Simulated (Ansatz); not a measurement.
**Calculated ¹⁴N nuclear quadrupole resonance for Ge₃N₄**

Cell: a structure deposited in the COD, whose atoms a relaxation with PBE at fixed cell left in place.

```cif
data_Ge3N4
_symmetry_space_group_name_H-M 'Fd-3m:1'
_symmetry_Int_Tables_number 227
_cell_length_a 8.3091
_cell_length_b 8.3091
_cell_length_c 8.3091
_cell_angle_alpha 90.000
_cell_angle_beta 90.000
_cell_angle_gamma 90.000
loop_
_atom_site_label
_atom_site_type_symbol
_atom_site_symmetry_multiplicity
_atom_site_Wyckoff_symbol
_atom_site_fract_x
_atom_site_fract_y
_atom_site_fract_z
Ge1 Ge 16 d 0.1250 0.1250 0.6250
Ge5 Ge 8 a 0.5000 0.5000 0.0000
N N 32 e 0.8832 0.8832 0.3832
```

One atom of each set is listed; the run and its k-mesh use a cell of 14 atoms with edges of 5.88, 5.88, 5.88 Å.

The numbers come from a DFT calculation in Ansatz (PBE, plane waves and PAW, scalar-relativistic, 420 eV cutoff, Γ-centred 6×6×6 k-points, Fermi–Dirac smearing 0.02 eV).

¹⁴N: I = 1, Q = 20.44 mb (year-2017 value). Static lattice, zero field.

Task: At which frequencies do the ¹⁴N NQR lines lie?

Result: For I = 1 the lines are ν± = (3/4)|C_Q|(1 ± η/3) and ν₀ = |C_Q|η/2.

```json
{"site": "N", "atoms": "8", "V_zz (10²¹ V/m²)": "4.23", "C_Q (MHz)": "2.09", "η": "0.00", "line frequencies (MHz)": "1.57"}
```

An axis of threefold or higher order runs through N, so V_zz lies along it and η is zero.

The relaxation (2 steps) took 2.7 s of wall time (8.5 s of CPU time) and 0.72 GiB at its peak, on 4 threads of AMD EPYC 9R45 (Zen 5) (x86_64; 16 cores open to the job, memory cap 8.0 GiB, no GPU), a shared host with a load of 0.2 a core.
